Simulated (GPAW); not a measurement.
Al:

```xyz
1
Lattice="0.0000 2.0248 2.0248 2.0248 0.0000 2.0248 2.0248 2.0248 0.0000" Properties=species:S:1:pos:R:3 pbc="T T T"
Al    0.0000    0.0000    0.0000
```

```yaml
Program: GPAW 26.7.0
Task: relaxation of cell and atoms
Functional: PBEsol
Dispersion: D3(BJ)+ATM
Potentials_or_basis: PAW data sets generated in the run's folder for this functional
Cutoff: 600 eV
Basis: pw
k_mesh: 11 × 11 × 11
Occupations: fermi-dirac, width 0.05 eV
Spin: no spin polarisation
```

At the start: pressure -4.6 GPa; volume 16.60 Å³/atom.

Question: Where does the relaxation end?

Answer: Over 4 steps the energy falls by 13.8 meV/atom and the volume is 15.69 Å³/atom (-5.5 %); space group Fm-3m (No. 225, to 0.05 Å).

The path:
```tsv
step	energy change (eV)	largest force (eV/Å)	pressure (GPa)	volume (Å³)
1	0.0000	0.0000	-4.57	16.60
2	-0.0080	0.0000	-3.07	16.27
3	-0.0137	0.0000	0.23	15.65
4	-0.0138	0.0000	-0.01	15.69
```

Final structure:
```xyz
1
Lattice="0.0000 1.9870 1.9870 1.9870 0.0000 1.9870 1.9870 1.9870 0.0000" Properties=species:S:1:pos:R:3 pbc="T T T"
Al    0.0000    0.0000    0.0000
```

The cell as given is a measured one (16.60 Å³/atom); PBEsol+D3(BJ)+ATM puts the equilibrium volume -5.5 % from it, thermal expansion not counted.

Caveat: later steps reuse the first step's grids; pairwise dispersion overbinds metals, which lowers pressure and volume.
